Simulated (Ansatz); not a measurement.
# FeS2 (Marcasite) (Pnnm) in Ansatz: further runs

The runs below take FeS2 (Marcasite) through relaxation of cell and atoms, with PBE+D4, PBEsol+D3(BJ), PBEsol+D4, RPBE+D3(BJ).

Everything below comes from runs of Ansatz 0.2.0. Logs are shortened: lines on timing, memory, paths and dates and some standing lists are left out, and cuts for length are marked.

**1. Starting point**

It takes space group Pnnm (No. 58, orthorhombic). The conventional cell has a = 4.440 Å, b = 5.390 Å, c = 3.370 Å, α = 90.00°, β = 90.00°, γ = 90.00°. Fe (site symmetry 2/m) has 6 S at 2.21 to 2.24 Å as nearest neighbours. Around S (site symmetry m) lie 3 Fe at 2.21 to 2.24 Å and 1 S at 2.25 Å.

**2. Relaxation of cell and atoms, PBE+D4, collinear spin, ferromagnetic start**

Input file input.yaml:

```yaml
crystal:
  lattice:
    - [4.44, 0.0, 0.0]
    - [0.0, 5.39, 0.0]
    - [0.0, 0.0, 3.37]
  atoms:
    - { symbol: Fe, position: [0.5, 0.5, 0.5], spin: 3.0 }
    - { symbol: Fe, position: [0.0, 0.0, 0.0], spin: 3.0 }
    - { symbol: S, position: [0.703, 0.125, 0.5] }
    - { symbol: S, position: [0.797, 0.625, 0.0] }
    - { symbol: S, position: [0.297, 0.875, 0.5] }
    - { symbol: S, position: [0.203, 0.375, 0.0] }
hamiltonian:
  xc: pbe
  pseudopotentials: { kind: paw }
  dispersion: d4
magnetization:
  spin_polarized: true
kpoints:
  mp_grid: { grid: [6, 5, 8] }
scf:
  occupations: { method: fermi_dirac, width: 0.05 }
output:
  forces: true
  stress: true
relax:
  f_tol: 0.01
  max_steps: 40
  cell: { stress_tol: 0.05 }
```

Potentials or basis: Ansatz PAW.

On the command line:

```sh
$ ansatz run input.yaml --threads 2 --pin off --max-ram 5632MiB --backend cpu --events-out ev --progress --plain --runs-dir out
```

What it wrote:

```text
Warning: RAYON_NUM_THREADS=2 ignored (pool sized by the plan → 2); use --threads N
Engine: ansatz 0.2.0, x86_64-unknown-linux-gnu
Pseudopotentials: kind: paw
Pseudopotential: Fe, paw, valence charge 16, recommended cutoff 420 eV (normal), Fe.paw.azcp
Pseudopotential: S, paw, valence charge 6, recommended cutoff 420 eV (normal), S.paw.azcp
Functional definition: PBE
  parameter kappa = 0.804
  parameter beta = 0.06672455060314922
  exchange = pbe_x(kappa = kappa, mu = beta*pi^2/3)
  correlation = pbe_c(beta = beta)
Crystal: 6 atoms, lattice volume = 80.649 Å³
Basis set: ecut = 420 eV, 1587 PW (Γ), exchange–correlation on 60×80×48 points (8 copies of the dense FFT grid, shifted against one another)
Bands: 38, of which v1, the nominal top of the filled ones, is band 28 counted from 1 (27 counted from 0)
Symmetry: 8 space group operations
Space group: Pnnm (ITA 58), of the structure as read, at distance tolerance 4.3e-5 Å
Magnetic group: BNS 58.393 (UNI 491), of the structure as read, at distance tolerance 4.3e-5 Å
k-points: 60 of 240
Non-local potential: Fe, projectors of the file, l = 0: 3, l = 1: 2, l = 2: 3, l = 3: 1
Non-local potential: S, projectors of the file, l = 0: 2, l = 1: 2, l = 2: 2
PAW form: soft (Blöchl's): semilocal exchange-correlation on the pseudo side does not see the compensation charge
PAW one-centre angular grid: Fe, 590 points (default); XC on 64 Gauss nodes
PAW one-centre angular grid: S, 110 points (default); XC on 64 Gauss nodes
Initial density: superposition of atomic densities (chi_scale 0.1, normalization cell, long waves kept (reshape's long-wave potential 0.00 eV rms))
Starting moments: Σ|m| = 6 μB on 2 of 6 sites
Initial wavefunctions: pseudopotential atomic-orbital guess
Functional: x = pbe(κ = 0.804, μ = 0.2195149727645171), c = pbe(β = 0.06672455060314922)
iter 1 solved again at ethr=3.05e-3 eV; its pass at ethr=3.10e-3 eV (dr2=1.71e0 eV) is discarded
SCF iter   1: F=—  HF=-12569.954318 eV  |F-HF|=—  |Δ(HF+E_count)|=         —  Δρ=4.04e-2 (↑4.04e-2 ↓3.76e-2)  dr2=1.72e0  dr2_m=5.57e-1  M=3.961 μB ∫|m|=5.268 μB  β_m=0.30  ethr=3.05e-3  ⟨swp⟩=1.0  Hψ=24525  notcnv=0
Mixer restart at iter 1: flushing history
preconditioner: auto → Kerker (q_TF=auto, 2.567 Å⁻¹)  [metal: Δε(μ)=0.007 eV  Ē_g=9.745 eV  σ=0.050 eV  W_gap=0.03  n_scr=20 (ndim 8)  ℏωp=26.2 eV  f_vac=0.000  D(μ)=5.40/eV (n_scr^D=54)]
spin=Collinear: Kerker preconditioning applied to the charge; magnetization (m = ρ↑ − ρ↓) channel mixes plain (no charge-response kernel on spin).
SCF iter   2: F=—  HF=-12570.645282 eV  |F-HF|=—  |Δ(HF+E_count)|=   6.91e-1  Δρ=4.07e-2 (↑3.26e-2 ↓4.07e-2)  dr2=1.59e0  dr2_m=6.57e-1  M=3.570 μB ∫|m|=4.951 μB  β_m=0.65  ethr=3.05e-3  ⟨swp⟩=1.0  Hψ=4560  notcnv=0
SCF iter   3: F=—  HF=-12572.428464 eV  |F-HF|=—  |Δ(HF+E_count)|=    1.78e0  Δρ=4.26e-2 (↑2.92e-2 ↓4.26e-2)  dr2=1.22e0  dr2_m=8.03e-1  M=2.891 μB ∫|m|=4.334 μB  β_m=0.35  ethr=2.84e-3  ⟨swp⟩=2.4  Hψ=6501  notcnv=0
SCF iter   4: F=—  HF=-12573.192798 eV  |F-HF|=—  |Δ(HF+E_count)|=   7.64e-1  Δρ=3.17e-2 (↑3.09e-2 ↓3.17e-2)  dr2=4.33e-1  dr2_m=6.39e-1  M=2.215 μB ∫|m|=3.672 μB  β_m=0.30  ethr=2.18e-3  ⟨swp⟩=2.0  Hψ=6403  notcnv=0  defer=334
SCF iter   5: F=—  HF=-12573.929444 eV  |F-HF|=—  |Δ(HF+E_count)|=   7.37e-1  Δρ=4.05e-2 (↑4.05e-2 ↓1.90e-2)  dr2=4.59e-1  dr2_m=5.32e-1  M=1.120 μB ∫|m|=2.609 μB  β_m=0.74  ethr=7.73e-4  ⟨swp⟩=2.9  Hψ=7571  notcnv=0  defer=334
SCF iter   6: F=—  HF=-12574.933021 eV  |F-HF|=—  |Δ(HF+E_count)|=    1.00e0  Δρ=1.15e-2 (↑1.15e-2 ↓9.38e-3)  dr2=7.28e-2  dr2_m=6.07e-2  M=0.000 μB ∫|m|=0.356 μB  β_m=0.90  ethr=7.73e-4  ⟨swp⟩=2.8  Hψ=8928  notcnv=0  defer=338
SCF iter   7: F=—  HF=-12574.967212 eV  |F-HF|=—  |Δ(HF+E_count)|=         —  Δρ=1.81e-2 (↑1.27e-2 ↓1.81e-2)  dr2=3.72e-2  dr2_m=1.72e-1  M=0.000 μB ∫|m|=0.182 μB  β_m=0.90  ethr=1.30e-4  ⟨swp⟩=2.5  Hψ=7831  notcnv=0  defer=375
Mixer restart at iter 7: flushing history
[... 8 lines left out ...]
SCF iter  16: F=-12574.966169 eV  HF=-12574.966169 eV  |F-HF|=3.64e-10  |Δ(HF+E_count)|=  9.24e-10  Δρ=4.40e-7 (↑4.19e-7 ↓4.40e-7)  dr2=5.89e-10  dr2_m=4.75e-13  M=0.000 μB ∫|m|=0.000 μB  ethr=5.36e-12  ⟨swp⟩=1.1  Hψ=11395  notcnv=0
[... 64 lines left out ...]
SCF 5 converged in 6 iterations: F = -12574.988257 eV  dr2 = 1.21e-8
relax step   5: F+E_penalty+E_count = -12574.98825652 eV  Δ(F+E_penalty+E_count) = -2.752e-5 eV  max|allowed force component| = 3.622e-3 eV/Å  Δτ_max = 0.0005 Å  P = -0.002 GPa  Ω = 79.029 Å³  energy of the carried Pulay correction = +3.979e-4 eV  (6 SCF iters, dr2 threshold 4.67e-8 eV, accepted)
[... 4 lines left out ...]
spin=Collinear: Resta preconditioning applied to the charge; magnetization (m = ρ↑ − ρ↓) channel mixes plain (no charge-response kernel on spin).
[... 7 lines left out ...]
the starting moments were not kept: the SCF closed with an absolute magnetisation of 1.7e-9 μB, where they sum to 6 μB in size (2 sites). That is at most 0.1 of that sum. Measured as dr2_m measures the in/out step, that magnetisation stands 8.7e-19 eV from none, at or under the dr2_threshold of 6.0e-11 eV: it is no larger than a step whose dr2_m would equal this threshold.
SCF 6 converged in 8 iterations: F = -12574.987882 eV  dr2 = 9.92e-12
relax step   6: F+E_penalty+E_count = -12574.98788192 eV  Δ(F+E_penalty+E_count) = +3.746e-4 eV  max|allowed force component| = 3.607e-3 eV/Å  Δτ_max = 0.0000 Å  P = -0.004 GPa  Ω = 79.029 Å³  stress off target by 3.32e-2 GPa  SCF on the basis re-selected at this cell (its energy is not comparable with the rows above)  (8 SCF iters)
[... 1 line left out ...]
SCF converged after 8 iterations
Magnetization: 0.0000 μB (28.0000 up, 28.0000 down)
Absolute magnetization: 0.0000 μB (∫|ρ↑−ρ↓|, with the PAW one-centre terms)
Spin contamination: 0.0000 ħ² per cell (⟨S²⟩ above its minimum at these occupations)
Per-site moments (μB) at R_I (Å): [(2.897557350114303e-10, 0.9094166006324754), (2.8975591022585383e-10, 0.9094166006324752), (-2.1342668824854335e-11, 0.9094166006324754), (-2.1342643462512238e-11, 0.9094166006324752), (-2.1342575245764486e-11, 0.9094166006324754), (-2.134272157345522e-11, 0.9094166006324754)]
Free energy (F): -12574.987882 eV
Harris-Foulkes:  -12574.987882 eV  (|F-HF|=7.28e-12)
Internal energy: -12574.987875 eV  (E = F + TS)
E sigma→0 (E₀):  -12574.987878 eV
Entropy (-TS):   -0.000007 eV (-0.001 meV/atom)
Fermi energy:    13.553469 eV
--- Per-component energies (eV) ---
  E_band       = -464.683957
  E_kinetic    = 1151.013160
  E_local      = -6099.689136  (includes V_loc(G=0)·N_el)
  E_nonlocal   = 539.452585
  E_hartree    = 2608.761171
  E_xc         = -631.845916
  E_vxc        = -664.250596  (∫ρ·V_xc dr)
  E_paw        = -5128.424450  (= ΣΔE_a)
  E_vpaw       = -608.734211  (= ΣTr[D̂ρ^β])
  E_aug_tail   = 0.001591  (compensation charges beyond the density's cutoff)
  E_ewald      = -5011.649752
  E_disp       = -2.607129  (pairwise vdW)
  E_smearing   = -0.000007  (= −TS)
  E_closure    = -0.000000  (closes the sum)
  Σ components = -12574.987882   (vs F -12574.987882, Δ=0.00e0)
--- Forces (eV/Å), atoms counted from 1 ---
  atom   1  Fe     0.00000000     0.00000000     0.00000000
  atom   2  Fe    -0.00000000    -0.00000000     0.00000000
  atom   3  S      0.00360743     0.00025881     0.00000000
  atom   4  S     -0.00360743     0.00025881     0.00000000
  atom   5  S     -0.00360743    -0.00025881     0.00000000
  atom   6  S      0.00360743    -0.00025881    -0.00000000
  max |Σ_I F_I| component: 0.00e0 eV/Å
--- Stress (GPa, compression-positive) ---
       -0.000431       0.000000      -0.000000
        0.000000       0.021817      -0.000000
       -0.000000      -0.000000      -0.033241
  P = ⅓ Tr σ = -0.0040 GPa (-0.040 kbar)
--- Relaxed structure (5 steps of the walk, 5 accepted, 1 SCFs on fresh bases) ---
  F+E_penalty+E_count = -12574.98788192 eV   max|allowed force component| = 3.607e-3 eV/Å   (the final SCF, on the basis selected at the relaxed cell)
  cell:  # Å, volume = 79.0293 Å³
    - [4.39232930380278, 4.4531989206719127e-33, 2.9687992804479416e-34]
    - [5.40602301405892e-33, 5.360519796953847, -2.8351098272701027e-18]
    - [2.253345399799451e-34, -1.7726011350464276e-18, 3.356499620440542]
  atoms:
    - { symbol: Fe, position: [0.5000000000000001, 0.5, 0.5] }
    - { symbol: Fe, position: [-6.71521615841247e-20, 1.089566190654882e-20, -3.543923621470161e-36] }
    - { symbol: S, position: [0.7053204213192797, 0.12470892493920066, 0.5] }
    - { symbol: S, position: [0.7946795786807204, 0.6247089249392007, -2.5843069486372367e-20] }
    - { symbol: S, position: [0.2946795786807203, 0.8752910750607993, 0.5] }
    - { symbol: S, position: [0.2053204213192797, 0.37529107506079934, 2.5843069486372222e-20] }
```

Wall time 19 s (2 threads of AMD EPYC 9R45 (Zen 5), shared host); peak memory 0.62 GiB.

Results:

* Free energy: -12574.9879 eV
* Relaxed volume: 13.17 Å³/atom
* Relaxed cell: a = 4.392 Å, b = 5.361 Å, c = 3.356 Å, α = 90.00°, β = 90.00°, γ = 90.00°
* Space group after relaxing (to 0.05 Å): Pnnm (No. 58)
* Energy gained by relaxing: 3.6 meV/atom
* Ionic steps: 6
* Pressure after relaxing: 0.0 GPa
* Largest force after relaxing: 0.004 eV/Å
* Band gap on the k mesh: 1.02 eV
* Net moment: 0.00 μB per cell
* Absolute moment: 0.00 μB per cell

Forces in eV/Å, atoms in the order of the input:
```
Fe   0.000  0.000  0.000
Fe   0.000  0.000  0.000
S    0.004  0.000  0.000
S   -0.004  0.000  0.000
S   -0.004  0.000  0.000
S    0.004  0.000  0.000
```

The path:
| step | energy change (eV) | largest force (eV/Å) | volume (Å³) |
| --- | --- | --- | --- |
| 1 | 0.0000 | 0.1838 | 80.65 |
| 2 | -0.0180 | 0.0807 | 79.68 |
| 3 | -0.0219 | 0.0034 | 78.91 |
| 4 | -0.0221 | 0.0081 | 79.01 |
| 5 | -0.0221 | 0.0036 | 79.03 |
| 6 | -0.0217 | 0.0036 | 79.03 |

Final structure:
```xyz
6
Lattice="4.3923 0.0000 0.0000 0.0000 5.3605 0.0000 0.0000 0.0000 3.3565" Properties=species:S:1:pos:R:3 pbc="T T T"
Fe    2.1962    2.6803    1.6782
Fe    0.0000    0.0000    0.0000
S     3.0980    0.6685    1.6782
S     3.4905    3.3488    0.0000
S     1.2943    4.6920    1.6782
S     0.9018    2.0118    0.0000
```

Caveat: the starting moments collapsed, and a magnetic state may lie lower; odd divisions of the mesh miss points on the zone boundary, where band edges often lie, so the gap on the mesh can be too wide; the plane-wave basis is chosen anew once the cell has moved, so the energies of steps on either side of that aren't comparable; the starting moments weren't kept.

**3. Relaxation of cell and atoms, PBEsol+D3(BJ), collinear spin, ferromagnetic start**

input.yaml: that of step 2 with these lines changed.

```diff
@@ -13,5 +13,5 @@
 hamiltonian:
-  xc: pbe
+  xc: pbesol
   pseudopotentials: { kind: paw }
-  dispersion: d4
+  dispersion: d3bj
 magnetization:
@@ -25,2 +25,6 @@
   stress: true
+  write_density: true
+  write_potential: true
+  elf: true
+  volumetric_format: npy
 relax:
```

Potentials or basis: Ansatz PAW.

On the command line:

```sh
$ ansatz run input.yaml --threads 2 --pin off --max-ram 5632MiB --backend cpu --events-out ev --progress --plain --runs-dir out
```

Run time: 55 s. Hardware: 2 threads of Intel Xeon Platinum 8488C (Sapphire Rapids), shared host; peak memory 0.63 GiB.

It converged, with:

```yaml
Free_energy: -12443.6489 eV
Relaxed_volume: 12.67 Å³/atom
Relaxed_cell: a = 4.327 Å, b = 5.293 Å, c = 3.318 Å, α = 90.00°, β = 90.00°, γ = 90.00°
Space_group_after_relaxing_to_0.05_Å: Pnnm (No. 58)
Energy_gained_by_relaxing: 26.8 meV/atom
Ionic_steps: 7
Pressure_after_relaxing: 0.0 GPa
Band_gap_on_the_k_mesh: 1.08 eV, indirect (least direct gap 1.34 eV)
Net_moment: 0.00 μB per cell
Absolute_moment: 0.00 μB per cell
```

The path:
| step | energy change (eV) | largest force (eV/Å) | volume (Å³) |
| --- | --- | --- | --- |
| 1 | 0.0000 | 0.2947 | 80.65 |
| 2 | -0.1375 | 0.1321 | 77.73 |
| 3 | -0.1599 | 0.0317 | 75.72 |
| 4 | -0.1617 | 0.0220 | 75.93 |
| 5 | -0.1622 | 0.0053 | 76.02 |
| 6 | -0.1622 | 0.0004 | 76.00 |
| 7 | -0.1611 | 0.0004 | 76.00 |

Final structure:
```
CELL_PARAMETERS angstrom
4.32735 0.00000 0.00000
0.00000 5.29267 0.00000
0.00000 0.00000 3.31826
ATOMIC_POSITIONS crystal
Fe 0.50000 0.50000 0.50000
Fe 0.00000 0.00000 0.00000
S 0.70646 0.12549 0.50000
S 0.79354 0.62549 0.00000
S 0.29354 0.87451 0.50000
S 0.20646 0.37451 0.00000
```

Levels at points of the mesh, in eV from the valence-band top:
Spin up:
| k point | band 24 | band 25 | band 26 | band 27 | band 28 | band 29 | band 30 | band 31 | band 32 | band 33 |
| --- | --- | --- | --- | --- | --- | --- | --- | --- | --- | --- |
| (0.00, 0.00, 0.00) | -1.33 | -1.08 | -0.89 | -0.88 | -0.52 | 1.14 | 1.62 | 2.97 | 3.39 | 3.75 |
| (0.00, 0.00, -0.50) | -1.54 | -1.03 | -1.03 | -0.50 | -0.50 | 1.71 | 1.71 | 1.90 | 1.90 | 2.26 |
| (-0.50, 0.00, 0.00) | -1.21 | -0.76 | -0.76 | -0.12 | -0.12 | 1.98 | 1.98 | 2.01 | 2.01 | 3.07 |
| (-0.50, 0.00, -0.50) | -1.20 | -0.86 | -0.86 | -0.41 | -0.41 | 1.68 | 1.68 | 2.08 | 2.08 | 3.98 |
Spin down:
```csv
k point,band 26,band 27,band 28,band 29,band 30,band 31
"(0.00, 0.00, 0.00)",-0.89,-0.88,-0.52,1.14,1.62,2.97
"(0.00, 0.00, -0.50)",-1.03,-0.50,-0.50,1.71,1.71,1.90
"(-0.50, 0.00, 0.00)",-0.76,-0.12,-0.12,1.98,1.98,2.01
"(-0.50, 0.00, -0.50)",-0.86,-0.41,-0.41,1.68,1.68,2.08
```

Caveat: the starting moments collapsed, and a magnetic state may lie lower; odd divisions of the mesh miss points on the zone boundary, where band edges often lie, so the gap on the mesh can be too wide; the plane-wave basis is chosen anew once the cell has moved, so the energies of steps on either side of that aren't comparable; the PAW data sets come from PBE, with cores solved anew for the run's functional, which leaves a small shift of forces and pressure; the starting moments weren't kept. A k mesh can miss the band edges.

**4. Relaxation of cell and atoms, PBEsol+D4, collinear spin, ferromagnetic start**

input.yaml: that of step 3 with these lines changed.

```diff
@@ -15,3 +15,3 @@
   pseudopotentials: { kind: paw }
-  dispersion: d3bj
+  dispersion: d4
 magnetization:
@@ -25,6 +25,2 @@
   stress: true
-  write_density: true
-  write_potential: true
-  elf: true
-  volumetric_format: npy
 relax:
```

On the command line:

```sh
$ ansatz run input.yaml --threads 2 --pin off --max-ram 5632MiB --backend cpu --events-out ev --progress --plain --runs-dir out
```

It took 46 s on 2 threads of Intel Xeon Platinum 8488C (Sapphire Rapids), shared host; peak memory 0.61 GiB.

The run converged. Its results:

| Property | Result |
| --- | --- |
| Free energy | -12443.0809 eV |
| Relaxed volume | 12.78 Å³/atom |
| Relaxed cell | a = 4.341 Å, b = 5.307 Å, c = 3.327 Å, α = 90.00°, β = 90.00°, γ = 90.00° |
| Space group after relaxing (to 0.05 Å) | Pnnm (No. 58) |
| Energy gained by relaxing | 20.3 meV/atom |
| Ionic steps | 6 |
| Pressure after relaxing | 0.0 GPa |
| Band gap on the k mesh | 1.05 eV |
| Net moment | 0.00 μB per cell |
| Absolute moment | 0.00 μB per cell |

Forces on the atoms (eV/Å):
```
Fe   0.000  0.000  0.000
Fe   0.000  0.000  0.000
S   -0.002  0.000  0.000
S    0.002  0.000  0.000
S    0.002  0.000  0.000
S   -0.002  0.000  0.000
```

The path:
| step | energy change (eV) | largest force (eV/Å) | volume (Å³) |
| --- | --- | --- | --- |
| 1 | 0.0000 | 0.2929 | 80.65 |
| 2 | -0.1039 | 0.1305 | 78.13 |
| 3 | -0.1211 | 0.0176 | 76.40 |
| 4 | -0.1222 | 0.0174 | 76.59 |
| 5 | -0.1226 | 0.0020 | 76.65 |
| 6 | -0.1216 | 0.0021 | 76.65 |

Final structure:
```cif
data_structure
_symmetry_space_group_name_H-M 'P 1'
_symmetry_Int_Tables_number 1
_cell_length_a 4.3414
_cell_length_b 5.3065
_cell_length_c 3.3272
_cell_angle_alpha 90.000
_cell_angle_beta 90.000
_cell_angle_gamma 90.000
_cell_volume 76.65
loop_
_atom_site_label
_atom_site_type_symbol
_atom_site_fract_x
_atom_site_fract_y
_atom_site_fract_z
_atom_site_occupancy
Fe1 Fe 0.50000 0.50000 0.50000 1
Fe2 Fe 0.00000 0.00000 0.00000 1
S1 S 0.70669 0.12551 0.50000 1
S2 S 0.79331 0.62551 0.00000 1
S3 S 0.29331 0.87449 0.50000 1
S4 S 0.20669 0.37449 0.00000 1
```

Caveat: the starting moments collapsed, and a magnetic state may lie lower; odd divisions of the mesh miss points on the zone boundary, where band edges often lie, so the gap on the mesh can be too wide; the plane-wave basis is chosen anew once the cell has moved, so the energies of steps on either side of that aren't comparable; the PAW data sets come from PBE, with cores solved anew for the run's functional, which leaves a small shift of forces and pressure; the starting moments weren't kept. PBEsol gaps usually lie below the measured ones, often by a third to a half.

**5. Relaxation of cell and atoms, RPBE+D3(BJ), collinear spin, ferromagnetic start**

input.yaml: that of step 4 with these lines changed.

```diff
@@ -13,5 +13,5 @@
 hamiltonian:
-  xc: pbesol
+  xc: rpbe
   pseudopotentials: { kind: paw }
-  dispersion: d4
+  dispersion: d3bj
 magnetization:
@@ -25,2 +25,6 @@
   stress: true
+  write_density: true
+  write_potential: true
+  elf: true
+  volumetric_format: npy
 relax:
```

On the command line:

```sh
$ ansatz run input.yaml --threads 2 --pin off --max-ram 5632MiB --backend cpu --events-out ev --progress --plain --runs-dir out
```

Wall time 59 s (2 threads of Intel Xeon Platinum 8488C (Sapphire Rapids), shared host); peak memory 0.63 GiB.

Results (log left out):

* Free energy: -12604.9989 eV
* Relaxed volume: 12.02 Å³/atom
* Relaxed cell: a = 4.246 Å, b = 5.215 Å, c = 3.258 Å, α = 90.00°, β = 90.00°, γ = 90.00°
* Space group after relaxing (to 0.05 Å): Pnnm (No. 58)
* Energy gained by relaxing: 85.2 meV/atom
* Ionic steps: 7
* Pressure after relaxing: 0.0 GPa
* Band gap on the k mesh: 1.26 eV, indirect (least direct gap 1.54 eV)
* Net moment: 0.00 μB per cell
* Absolute moment: 0.00 μB per cell

The path:
| step | energy change (eV) | largest force (eV/Å) | volume (Å³) |
| --- | --- | --- | --- |
| 1 | 0.0000 | 0.1772 | 80.65 |
| 2 | -0.4186 | 0.1457 | 75.50 |
| 3 | -0.4918 | 0.1447 | 71.22 |
| 4 | -0.5111 | 0.0356 | 72.05 |
| 5 | -0.5134 | 0.0078 | 72.15 |
| 6 | -0.5134 | 0.0007 | 72.15 |
| 7 | -0.5109 | 0.0006 | 72.15 |

Final structure:
```
Fe S
1.0
     4.24640    0.00000    0.00000
     0.00000    5.21487    0.00000
     0.00000    0.00000    3.25801
Fe S
2 4
Direct
  0.50000 0.50000 0.50000
  0.00000 0.00000 0.00000
  0.70330 0.12520 0.50000
  0.79670 0.62520 0.00000
  0.29670 0.87480 0.50000
  0.20330 0.37480 0.00000
```

Levels at points of the mesh, in eV from the valence-band top:
Spin up:
```
             k point  band 26  band 27  band 28  band 29  band 30  band 31
  (0.00, 0.00, 0.00)    -0.98    -0.96    -0.59     1.28     1.84     3.29
 (0.00, 0.00, -0.50)    -1.17    -0.55    -0.55     1.96     1.96     2.07
 (-0.50, 0.00, 0.00)    -0.86    -0.09    -0.09     2.10     2.10     2.20
(-0.50, 0.00, -0.50)    -0.97    -0.47    -0.47     1.88     1.88     2.42
```
Spin down:
```csv
k point,band 25,band 26,band 27,band 28,band 29,band 30,band 31,band 32
"(0.00, 0.00, 0.00)",-1.21,-0.98,-0.96,-0.59,1.28,1.84,3.29,3.61
"(0.00, 0.00, -0.50)",-1.17,-1.17,-0.55,-0.55,1.96,1.96,2.07,2.07
"(-0.50, 0.00, 0.00)",-0.86,-0.86,-0.09,-0.09,2.10,2.10,2.20,2.20
"(-0.50, 0.00, -0.50)",-0.97,-0.97,-0.47,-0.47,1.88,1.88,2.42,2.42
```

Caveat: the starting moments collapsed, and a magnetic state may lie lower; odd divisions of the mesh miss points on the zone boundary, where band edges often lie, so the gap on the mesh can be too wide; the plane-wave basis is chosen anew once the cell has moved, so the energies of steps on either side of that aren't comparable; the volume moved by -11 % from the deposited cell, more than functionals usually miss; the PAW data sets come from PBE, with cores solved anew for the run's functional, which leaves a small shift of forces and pressure; the starting moments weren't kept.
